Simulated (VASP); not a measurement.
# MgS (F-43m) in VASP: notebook

One crystal, MgS, is run at these levels: MS2, HSE06, HSE03, PBE0; tasks: density of states, band structure.

All numbers are computed with VASP 6.6.1; they aren't measurements. Logs are shortened: lines on timing, memory, paths and dates and some standing lists are left out, and cuts for length are marked.

### Step 1. The crystal as given

Symmetry: F-43m, No. 216, cubic system. Conventional cell: a = 5.666 Å, b = 5.666 Å, c = 5.666 Å, α = 90.00°, β = 90.00°, γ = 90.00°. S (site symmetry -43m) has 4 Mg at 2.45 Å as nearest neighbours. Mg (site symmetry -43m) is surrounded by 4 S at 2.45 Å.

The cell comes from a database or a generator and needn't be the stable form of this composition.

### Step 2. Density of states, MS2

Input file INCAR:

```
SYSTEM = MgS
PREC = Accurate
ENCUT = 520
EDIFF = 1E-6
ISMEAR = -5
SIGMA = 0.05
LREAL = .FALSE.
LASPH = .TRUE.
NELM = 60
ALGO = Normal
ISIF = 2
LWAVE = .FALSE.
LCHARG = .FALSE.
METAGGA = MS2
LMIXTAU = .TRUE.
LORBIT = 10
NBANDS = 11
NEDOS = 2001
```

Input file KPOINTS:

```
regular mesh
0
G
  8 8 8
  0 0 0
```

Input file POSCAR:

```
MgS
1.0
    0.0000000000      2.8331200468      2.8331200468
    2.8331200468      0.0000000000      2.8331200468
    2.8331200468      2.8331200468      0.0000000000
S Mg
1 1
Direct
    0.2500000000      0.2500000000      0.2500000000
    0.0000000000      0.0000000000      0.0000000000
```

Potentials or basis: VASP PAW PBE potentials, release 54 (S, Mg).

Run with:

```
> cat potpaw_PBE.54/S/POTCAR potpaw_PBE.54/Mg/POTCAR > POTCAR
> mpirun -np 1 vasp_std > vasp.out
```

OUTCAR:

```text
SYSTEM = MgS
   PREC = Accurate
   ENCUT = 520
   EDIFF = 1E-6
   ISMEAR = -5
   LREAL = .FALSE.
   LASPH = .TRUE.
   NELM = 60
   ISIF = 2
   METAGGA = MS2
   LORBIT = 10

 ion  position               nearest neighbor table
   1  0.250  0.250  0.250-   2 2.45   2 2.45   2 2.45   2 2.45
   2  0.000  0.000  0.000-   1 2.45   1 2.45   1 2.45   1 2.45

  LATTYP: Found a face centered cubic cell.
 ALAT       =     5.6662400936

  Lattice vectors:

 A1 = (   0.0000000000,   2.8331200468,   2.8331200468)
 A2 = (   2.8331200468,   0.0000000000,   2.8331200468)
 A3 = (   2.8331200468,   2.8331200468,   0.0000000000)

Analysis of symmetry for initial positions (statically):
=====================================================================
 Subroutine PRICEL returns:
 Original cell was already a primitive cell.

 Routine SETGRP: Setting up the symmetry group for a
 face centered cubic supercell.

 Subroutine GETGRP returns: Found 24 space group operations
 (whereof 24 operations were pure point group operations)
 out of a pool of 48 trial point group operations.

The static configuration has the point symmetry T_d .

Analysis of symmetry for dynamics (positions and initial velocities):
=====================================================================
 Subroutine PRICEL returns:
 Original cell was already a primitive cell.

 Routine SETGRP: Setting up the symmetry group for a
 face centered cubic supercell.

 Subroutine GETGRP returns: Found 24 space group operations
 (whereof 24 operations were pure point group operations)
 out of a pool of 48 trial point group operations.

The dynamic configuration has the point symmetry T_d .

 Subroutine INISYM returns: Found 24 space group operations
 (whereof 24 operations are pure point group operations),
 and found     1 'primitive' translations

----------------------------------------------------------------------------------------

                                     Primitive cell

  volume of cell :      45.4805

  direct lattice vectors                    reciprocal lattice vectors
     0.000000000  2.833120047  2.833120047    -0.176483874  0.176483874  0.176483874
     2.833120047  0.000000000  2.833120047     0.176483874 -0.176483874  0.176483874
     2.833120047  2.833120047  0.000000000     0.176483874  0.176483874 -0.176483874

  length of vectors
     4.006636794  4.006636794  4.006636794     0.305679036  0.305679036  0.305679036

  position of ions in fractional coordinates (direct lattice)
     0.250000000  0.250000000  0.250000000
     0.000000000  0.000000000  0.000000000

  ion indices of the primitive-cell ions
   primitive index   ion index
                 1           1
                 2           2

----------------------------------------------------------------------------------------

 KPOINTS: regular mesh

Automatic generation of k-mesh.
 Grid dimensions read from file:
 generate k-points for:    8    8    8

 Generating k-lattice:

  Cartesian coordinates                     Fractional coordinates (reciprocal lattice)
    -0.022060484  0.022060484  0.022060484     0.125000000  0.000000000  0.000000000
     0.022060484 -0.022060484  0.022060484     0.000000000  0.125000000  0.000000000
     0.022060484  0.022060484 -0.022060484     0.000000000  0.000000000  0.125000000

  Length of vectors
     0.038209879  0.038209879  0.038209879

  Shift w.r.t. Gamma in fractional coordinates (k-lattice)
     0.000000000  0.000000000  0.000000000

 TETIRR: Found     76 inequivalent tetrahedra from     3072

 Subroutine IBZKPT returns following result:
 ===========================================

 Found     29 irreducible k-points:

 Following reciprocal coordinates:
            Coordinates               Weight
  0.000000  0.000000  0.000000      1.000000
  0.125000  0.000000  0.000000      8.000000
  0.250000  0.000000  0.000000      8.000000
  0.375000  0.000000  0.000000      8.000000
  0.500000  0.000000  0.000000      4.000000
  0.125000  0.125000  0.000000      6.000000
[... 16 lines left out ...]
  0.500000  0.250000  0.125000     48.000000
 -0.375000  0.250000  0.125000     24.000000
 [... further k-points ...]
   k-points           NKPTS =     29   k-points in BZ     NKDIM =     29   number of bands    NBANDS=     11
   number of dos      NEDOS =   2001   number of ions     NIONS =      2
   total plane-waves  NPLWV =  27000
   dimension x,y,z NGX =    30 NGY =   30 NGZ =   30
   dimension x,y,z NGXF=    60 NGYF=   60 NGZF=   60
   ions per type =               1   1
   NGX,Y,Z   is equivalent  to a cutoff of  12.45, 12.45, 12.45 a.u.
   NGXF,Y,Z  is equivalent  to a cutoff of  24.90, 24.90, 24.90 a.u.
 SYSTEM =  MgS
   PREC   = accura    normal or accurate (medium, high low for compatibility)
   ISTART =      0    job   : 0-new  1-cont  2-samecut
   ICHARG =      2    charge: 1-file 2-atom 10-const
   ISPIN  =      1    spin polarized calculation?
   LNONCOLLINEAR =      F non collinear calculations
   LSORBIT =      F    spin-orbit coupling
   LASPH  =      T    aspherical Exc in radial PAW
   ENCUT  =  520.0 eV  38.22 Ry    6.18 a.u.   7.45  7.45  7.45*2*pi/ulx,y,z
   NELM   =     60;   NELMIN=  2; NELMDL= -5     # of ELM steps
   EDIFF  = 0.1E-05   stopping-criterion for ELM
   LREAL  =      F    real-space projection
   EDIFFG = 0.1E-04   stopping-criterion for IOM
   NSW    =      0    number of steps for IOM
   IBRION =     -1    ionic relax: 0-MD 1-quasi-New 2-CG
   NFREE  =      0    steps in history (QN), initial steepest desc. (CG)
   ISIF   =      2    stress and relaxation
   ISYM   =      2    0-nonsym 1-usesym 2-fastsym
   POTIM  = 0.5000    time-step for ionic-motion
   TEBEG  =    0.0;   TEEND  =   0.0 temperature during run
   PSTRESS=    0.0 pullay stress
   NELECT =       8.0000    total number of electrons
   NUPDOWN=      -1.0000    fix difference up-down
   EMIN   =  10.00;   EMAX   =-10.00  energy-range for DOS
   EFERMI =   0.00;   METHOD = LEGACY
   ISMEAR =    -5;   SIGMA  =   0.05  broadening in eV -4-tet -1-fermi 0-gaus
   EFERMI_NEDOS =   21; number of points for ismear=-14 and -15
   IALGO  =     38    algorithm
   IMIX   =      4    mixing-type and parameters
     AMIX     =   0.40;   BMIX     =  1.00
     AMIX_MAG =   1.60;   BMIX_MAG =  1.00
  volume/ion in A,a.u.               =      22.74       153.46
  Fermi-wavevector in a.u.,A,eV,Ry     =   0.917269  1.733386 11.447692  0.841382
  Thomas-Fermi vector in A             =   2.042218
   LORBIT       =     10    0 simple, 1 ext, 2 COOP (PROOUT), +10 PAW based schemes
   METAGGA = MS2    functional components
   LHFCALC =     F    Hartree Fock is set to
   AEXX    =    0.0000 exact exchange contribution
   IVDW    =     0    specifies the selected vdW correction
   LEPSILON=     F    determine dielectric tensor
   LRPA    =     F    only Hartree local field effects (RPA)
 non-spin polarized calculation
 Fermi weights with tetrahedron method with Bloechl corrections
  energy-cutoff  :      520.00
  volume of cell :       45.48
 maximum number of plane-waves:      1243
 NGX is ok and might be reduce to    30
   NGX = 15   NGY = 15   NGZ = 15

 number of electron       8.0000001 magnetization

 Free energy of the ion-electron system (eV)
  ---------------------------------------------------
  ext. energy  EPLUGINS =         0.00000000
  ---------------------------------------------------
  free energy    TOTEN  =       -16.90528231 eV

  energy without entropy =      -16.90528231  energy(sigma->0) =      -16.90528231

 E-fermi :   0.7308     XC(G=0):  -8.6792

 val. band max:        0.7300991829   @ k =   0.0000   0.0000   0.0000
 cond. band min:       4.8580086711   @ k =   0.0000   0.0000   0.0000
 fundamental gap:      4.1279094882
 Fermi energy:         0.7307592091

 k-point     1 :       0.0000    0.0000    0.0000
  band No.  band energies     occupation
      1     -11.1319      2.00000
      2       0.7300      2.00000
      3       0.7300      2.00000
      4       0.7301      2.00000
      5       4.8580      0.00000
      6       9.3744      0.00000
      7       9.3745      0.00000
      8       9.3745      0.00000
      9      12.2954      0.00000
     10      12.2954      0.00000
     11      15.0791      0.00000

 k-point     2 :       0.1250    0.0000    0.0000
  band No.  band energies     occupation
      1     -11.0459      2.00000
      2       0.0833      2.00000
      3       0.6780      2.00000
      4       0.6780      2.00000
      5       5.4939      0.00000
      6       9.1620      0.00000
      7       9.5545      0.00000
      8       9.5545      0.00000
      9      11.7968      0.00000
     10      11.7968      0.00000
     11      14.4066      0.00000

 k-point     3 :       0.2500    0.0000    0.0000
  band No.  band energies     occupation
      1     -10.8244      2.00000
      2      -1.0784      2.00000
      3       0.5596      2.00000
      4       0.5597      2.00000
      5       6.3644      0.00000
      6       9.1329      0.00000
      7       9.5611      0.00000
      8       9.5611      0.00000
      9      11.8654      0.00000
     10      11.8654      0.00000
     11      13.5505      0.00000

 k-point     4 :       0.3750    0.0000    0.0000
  band No.  band energies     occupation
      1     -10.5788      2.00000
      2      -2.0098      2.00000
      3       0.4503      2.00000
      4       0.4504      2.00000
      5       6.5570      0.00000
      6       9.1687      0.00000
      7       9.1687      0.00000
      8       9.6054      0.00000
      9      13.2322      0.00000
     10      13.2322      0.00000
     11      13.6293      0.00000

 k-point     5 :       0.5000    0.0000    0.0000
  band No.  band energies     occupation
      1     -10.4683      2.00000
      2      -2.3632      2.00000
      3       0.4074      2.00000
      4       0.4074      2.00000
      5       6.5282      0.00000
      6       8.9875      0.00000
      7       8.9875      0.00000
      8       9.7976      0.00000
      9      14.2769      0.00000
     10      14.7531      0.00000
     11      14.7531      0.00000
[... 211 lines left out ...]
 k-point    21 :       0.5000    0.5000    0.0000
  band No.  band energies     occupation
      1     -10.2524      2.00000
      2      -2.0501      2.00000
      3      -0.2905      2.00000
      4      -0.2904      2.00000
      5       5.0483      0.00000
      6       6.9863      0.00000
      7      12.6683      0.00000
      8      13.8244      0.00000
      9      13.8244      0.00000
     10      15.5373      0.00000
     11      15.5414      0.00000

 k-point    22 :       0.3750    0.2500    0.1250
  band No.  band energies     occupation
      1     -10.6532      2.00000
      2      -1.2850      2.00000
      3      -0.0948      2.00000
      4       0.3618      2.00000
      5       6.9917      0.00000
      6       8.3631      0.00000
      7       8.9273      0.00000
      8      10.6238      0.00000
      9      11.1699      0.00000
     10      13.9198      0.00000
     11      15.8530      0.00000

 k-point    23 :       0.5000    0.2500    0.1250
  band No.  band energies     occupation
      1     -10.4497      2.00000
      2      -1.7920      2.00000
      3      -0.4356      2.00000
      4       0.1893      2.00000
      5       7.2152      0.00000
      6       8.1556      0.00000
      7       9.2891      0.00000
      8      10.4409      0.00000
      9      12.3423      0.00000
     10      15.1156      0.00000
     11      15.6195      0.00000

 k-point    24 :      -0.3750    0.2500    0.1250
  band No.  band energies     occupation
      1     -10.3598      2.00000
      2      -2.0104      2.00000
      3      -0.5364      2.00000
      4       0.0961      2.00000
      5       7.2679      0.00000
      6       7.8766      0.00000
      7      10.1455      0.00000
      8      10.2169      0.00000
      9      12.9645      0.00000
     10      14.3099      0.00000
     11      15.8912      0.00000

 [... further k-points ...]

------------------------ aborting loop because EDIFF is reached ----------------------------------------

  FORCE on cell =-STRESS in cart. coord.  units (eV):
  Direction    XX          YY          ZZ          XY          YZ          ZX
  --------------------------------------------------------------------------------------
  -------------------------------------------------------------------------------------
  Total       -0.1597735     -0.1597735     -0.1597735      0.0000000      0.0000000     -0.0000000
  in kB       -5.6284714     -5.6284714     -5.6284714      0.0000000      0.0000000     -0.0000000
  external PRESSURE =      -5.6284714 kB  Pullay stress =       0.0000000 kB

 VOLUME and BASIS-vectors are now :
 -----------------------------------------------------------------------------
  energy-cutoff  :      520.00
  volume of cell :       45.48
      direct lattice vectors                 reciprocal lattice vectors
     0.000000000  2.833120047  2.833120047    -0.176483874  0.176483874  0.176483874
     2.833120047  0.000000000  2.833120047     0.176483874 -0.176483874  0.176483874
     2.833120047  2.833120047  0.000000000     0.176483874  0.176483874 -0.176483874

 POSITION                                       TOTAL-FORCE (eV/Angst)
 -----------------------------------------------------------------------------------
      1.41656      1.41656      1.41656        -0.000000     -0.000000      0.000000
      0.00000      0.00000      0.00000         0.000000      0.000000     -0.000000
 -----------------------------------------------------------------------------------
    total drift:                                0.000001      0.000001      0.000001

  FREE ENERGIE OF THE ION-ELECTRON SYSTEM (eV)
  ---------------------------------------------------
  free  energy   TOTEN  =       -16.9052823093 eV

  energy  without entropy=      -16.9052823093  energy(sigma->0) =      -16.90528231

 total charge

# of ion       s       p       d       tot
------------------------------------------
    1        1.291   2.531   0.000   3.822
    2        0.161   0.145   0.037   0.343
--------------------------------------------------
tot          1.452   2.675   0.037   4.164
```

Wall time 74 s (1 thread of Intel Xeon Platinum 8488C (Sapphire Rapids), shared host); peak memory 0.16 GiB.

What came out:

```yaml
Free_energy: -16.9053 eV
Pressure: -0.6 GPa
Band_gap_on_the_k_mesh: 4.13 eV, direct
Valence_electrons_inside_the_program's_atomic_spheres: S 3.82; Mg 0.34
```

Levels at points of the mesh, in eV from the valence-band top:
```
           k point  band 1  band 2  band 3  band 4  band 5  band 6  band 7  band 8
(0.00, 0.00, 0.00)  -11.86    0.00    0.00    0.00    4.13    8.64    8.64    8.64
(0.50, 0.00, 0.00)  -11.20   -3.09   -0.32   -0.32    5.80    8.26    8.26    9.07
(0.50, 0.50, 0.00)  -10.98   -2.78   -1.02   -1.02    4.32    6.26   11.94   13.09
```

States per cell in windows of 0.5 eV (zero at the valence-band top; states under -8 eV left out):
```
from (eV)  total  S1_p  Mg2_s  Mg2_p  S1_s  Mg2_d  S1_d
     -8.0   0.00  0.00   0.00   0.00  0.00   0.00  0.00
     -7.5   0.00  0.00   0.00   0.00  0.00   0.00  0.00
     -7.0   0.00  0.00   0.00   0.00  0.00   0.00  0.00
     -6.5   0.00  0.00   0.00   0.00  0.00   0.00  0.00
     -6.0   0.00  0.00   0.00   0.00  0.00   0.00  0.00
     -5.5   0.00  0.00   0.00   0.00  0.00   0.00  0.00
     -5.0   0.00  0.00   0.00   0.00  0.00   0.00  0.00
     -4.5   0.00  0.00   0.00   0.00  0.00   0.00  0.00
     -4.0   0.00  0.00   0.00   0.00  0.00   0.00  0.00
     -3.5   0.00  0.00   0.00   0.00  0.00   0.00  0.00
     -3.0   0.97  0.32   0.06   0.01  0.00   0.00  0.00
     -2.5   0.72  0.25   0.05   0.01  0.01   0.00  0.00
     -2.0   0.57  0.22   0.01   0.01  0.00   0.00  0.00
     -1.5   0.99  0.42   0.01   0.03  0.00   0.00  0.00
     -1.0   1.62  0.75   0.01   0.05  0.00   0.01  0.00
     -0.5   1.14  0.57   0.00   0.02  0.00   0.01  0.00
      0.0   0.00  0.00   0.00   0.00  0.00   0.00  0.00
      0.5   0.00  0.00   0.00   0.00  0.00   0.00  0.00
      1.0   0.00  0.00   0.00   0.00  0.00   0.00  0.00
      1.5   0.00  0.00   0.00   0.00  0.00   0.00  0.00
      2.0   0.00  0.00   0.00   0.00  0.00   0.00  0.00
      2.5   0.00  0.00   0.00   0.00  0.00   0.00  0.00
      3.0   0.00  0.00   0.00   0.00  0.00   0.00  0.00
      3.5   0.00  0.00   0.00   0.00  0.00   0.00  0.00
      4.0   0.00  0.00   0.00   0.00  0.00   0.00  0.00
      4.5   0.12  0.00   0.00   0.00  0.01   0.00  0.00
      5.0   0.29  0.02   0.01   0.01  0.01   0.00  0.00
      5.5   0.60  0.04   0.02   0.02  0.03   0.01  0.00
      6.0   0.92  0.06   0.05   0.03  0.04   0.01  0.00
      6.5   0.22  0.01   0.02   0.00  0.00   0.00  0.00
      7.0   0.63  0.05   0.06   0.02  0.01   0.01  0.00
      7.5   1.00  0.08   0.09   0.04  0.02   0.02  0.00
```

Caveat: the PAW data sets were made with another functional, which shifts forces and pressure a little. A k mesh can miss the band edges.

(Part 1 of 2 ends here.)
